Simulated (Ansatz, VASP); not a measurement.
## Pd: VASP beside Ansatz

The input INCAR:

```
PREC     = Accurate       # precision mode
ENCUT    = 520            # plane-wave cutoff, eV
EDIFF    = 1E-7           # SCF threshold, eV
ISMEAR   = 0              # smearing method
SIGMA    = 0.15           # smearing width, eV
LREAL    = F              # projectors in reciprocal space
LASPH    = T              # aspherical terms in the spheres
NELM     = 100            # most SCF steps
ALGO     = Fast           # electronic algorithm
ISIF     = 2              # what is computed and relaxed
LWAVE    = F              # write WAVECAR
LCHARG   = T              # write CHGCAR
GGA      = PE             # functional
LELF     = T              # ELF
LVHAR    = T            
NBANDS   = 11             # bands
```

The input KPOINTS:

```
regular mesh
0
Gamma
  20 20 20
```

Contents of POSCAR:

```
Pd
1.0
    0.0729337500      1.9449000000      1.9449000000
    2.0178337500      0.0000000000      2.0178337500
    1.9449000000      1.9449000000      0.0729337500
Pd
1
Direct
    0.0000000000      0.0000000000      0.0000000000
```

Input for Ansatz:

```yaml
crystal:
  lattice:
    - [0.07293375, 1.9449, 1.9449]
    - [2.01783375, 0.0, 2.01783375]
    - [1.9449, 1.9449, 0.07293375]
  atoms:
    - { symbol: Pd, position: [0.0, 0.0, 0.0] }
basis:
  ecutwfc: 420
kpoints:
  mp_grid: { grid: [20, 20, 20] }
hamiltonian:
  xc: pbe
scf:
  occupations: { method: gaussian, width: 0.15 }
output:
  forces: true
  stress: true
  eigenvalues: true
```

Change from the starting cell: strain +0.0750 x Voigt [0, 0, 0, 0, 1, 0], atoms carried along.

Alike in both runs: task single point; functional PBE; k mesh 20 × 20 × 20; occupations gaussian, width 0.15 eV; no spin polarisation.

|  | VASP | Ansatz |
| --- | --- | --- |
| version | VASP 6.6.1 | Ansatz 0.2.0 |
| potentials or method | VASP PAW PBE potentials, release 64 (Pd) | scalar-relativistic, plane waves, PAW |
| plane-wave cutoff (eV) | 520 | 420 |
| valence electrons in the cell | 10 | 18 |

|  | VASP | Ansatz | Ansatz less VASP |
| --- | --- | --- | --- |
| gap on the k mesh at the Fermi level (eV) | none | none | - |
| pressure (GPa) | 8.5 | 8.9 | +0.34 |
| largest component of the traceless stress (GPa) | 6.59 | 6.64 | +0.050 |

A gap of «none» marks a metal or a gap that the smearing closes. The two sets of potentials don't hold the same shells in valence.
